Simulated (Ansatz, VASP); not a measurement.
# BAs: VASP beside Ansatz

INCAR

```
SYSTEM = BAs
PREC     = Accurate       ! precision mode
ENCUT    = 520            ! plane-wave cutoff, eV
EDIFF    = 1E-7           ! SCF threshold, eV
ISMEAR   = 0              ! smearing method
SIGMA    = 0.05           ! smearing width, eV
LREAL    = .FALSE.        ! projectors in reciprocal space
LASPH    = .TRUE.         ! aspherical terms in the spheres
NELM     = 80             ! most SCF steps
ALGO     = Normal         ! electronic algorithm
ISIF     = 2              ! what is computed and relaxed
LWAVE    = .FALSE.        ! write WAVECAR
LCHARG   = .FALSE.        ! write CHGCAR
NBANDS   = 11             ! bands
```

The input KPOINTS:

```
regular mesh
0
G
  10 10 10
  0 0 0
```

POSCAR

```
BAs
1.0
    0.0000000000      2.4840400000      2.3885000000
    2.4840400000      0.0000000000      2.3885000000
    2.4840400000      2.4840400000      0.0000000000
B As
1 1
Direct
    0.0000000000      0.0000000000      0.0000000000
    0.7500000000      0.7500000000      0.7500000000
```

Input for Ansatz:

```yaml
crystal:
  lattice:
    - [0.0, 2.48404, 2.3885]
    - [2.48404, 0.0, 2.3885]
    - [2.48404, 2.48404, 0.0]
  atoms:
    - { symbol: B, position: [0.0, 0.0, 0.0] }
    - { symbol: As, position: [0.75, 0.75, 0.75] }
basis:
  ecutwfc: 420
kpoints:
  mp_grid: { grid: [10, 10, 10] }
hamiltonian:
  xc: lda
scf:
  occupations: { method: gaussian, width: 0.05 }
output:
  forces: true
  stress: true
  eigenvalues: true
  write_density: true
  write_potential: true
  elf: true
  volumetric_format: npy
```

Change from the starting cell: strain +0.040 along x and y, +0.000 along z, atoms carried along.

Alike in both runs: task single point; functional LDA; k mesh 10 × 10 × 10; occupations gaussian, width 0.05 eV; no spin polarisation.

|  | VASP | Ansatz |
| --- | --- | --- |
| version | VASP 6.6.1 | Ansatz 0.2.0 |
| potentials or method | VASP PAW LDA potentials, release 64 (B, As) | scalar-relativistic, plane waves, PAW |
| plane-wave cutoff (eV) | 520 | 420 |
| valence electrons in the cell | 8 | 18 |

|  | VASP | Ansatz | Ansatz less VASP |
| --- | --- | --- | --- |
| gap on the k mesh at the Fermi level (eV) | 0.64 | 0.65 | +0.006 |
| least direct gap on the mesh (eV) | 2.77 | 2.77 | +0.004 |
| pressure (GPa) | -12.0 | -12.6 | -0.57 |
| largest component of the traceless stress (GPa) | 4.75 | 4.77 | +0.018 |

The two sets of potentials don't hold the same shells in valence.

A k mesh can miss the band edges.
